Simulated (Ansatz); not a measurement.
SrF₂:
```yaml
crystal:
  lattice:
    - [0.00000, 2.92866, 2.92866]
    - [2.92866, 0.00000, 2.92866]
    - [2.92866, 2.92866, 0.00000]
  atoms:
    - { symbol: Sr, position: [0.00000, 0.00000, 0.00000] }
    - { symbol: F, position: [0.75000, 0.75000, 0.75000] }
    - { symbol: F, position: [0.25000, 0.25000, 0.25000] }
```

PBE (plane waves, PAW; program Ansatz) gives a gap of 6.78 eV without spin–orbit coupling, maximum at X, minimum at Γ.

Q: What happens when spin–orbit coupling is switched on?

A: The gap stays essentially unchanged, to 6.78 eV; maximum at X, minimum at Γ.

Q: Give the electron effective mass with spin–orbit coupling.

A: 0.52 mₑ (isotropic).

Q: Give the hole effective mass with spin–orbit coupling.

A: 0.92, 8.8, 8.8 mₑ (principal values).

Space group Fm-3m (fluorite). Symmetry was held in the PBE relaxation.

Potentials: the later of the program's two PAW sets.
